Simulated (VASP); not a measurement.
Runs of VASP 6.6.1 on AgCl (Chlorargyrite). The structure is cubic, space group Fm-3m (No. 225). The conventional cell has a = 5.611 Å, b = 5.611 Å, c = 5.611 Å, α = 90.00°, β = 90.00°, γ = 90.00°. Ag (site symmetry m-3m) is surrounded by 6 Cl at 2.81 Å. Cl (site symmetry m-3m) has 6 Ag at 2.81 Å as nearest neighbours. 

```csv
task,level,cell,cutoff (eV),gap on the mesh (eV),pressure (GPa),relaxed volume (Å³/atom)
relaxation of cell and atoms,PBEsol,relaxed,600,0.72,0.0,20.19
relaxation of cell and atoms,r2SCAN,relaxed,600,1.42,0.0,(a)
relaxation of cell and atoms,PBE,relaxed,600,0.92,0.0,22.01
single point,PBE,"Fm-3m, 22.08 Å³/atom",520,0.92,-0.1,-
single point,PBEsol,"Fm-3m, 20.21 Å³/atom",520,0.72,-0.1,-
```

Alike in all rows: potentials or basis VASP PAW PBE potentials, release 64 (Ag, Cl); no spin polarisation; k mesh 8 × 8 × 8; smearing fermi-dirac 0.02 eV.

Question: Estimate the missing entries.

Answer: (a) 21.31.

Caveats: the PAW data sets were made with another functional, which shifts forces and pressure a little (some runs).

A k mesh can miss the band edges, and the runs leave out spin-orbit coupling on Ag.
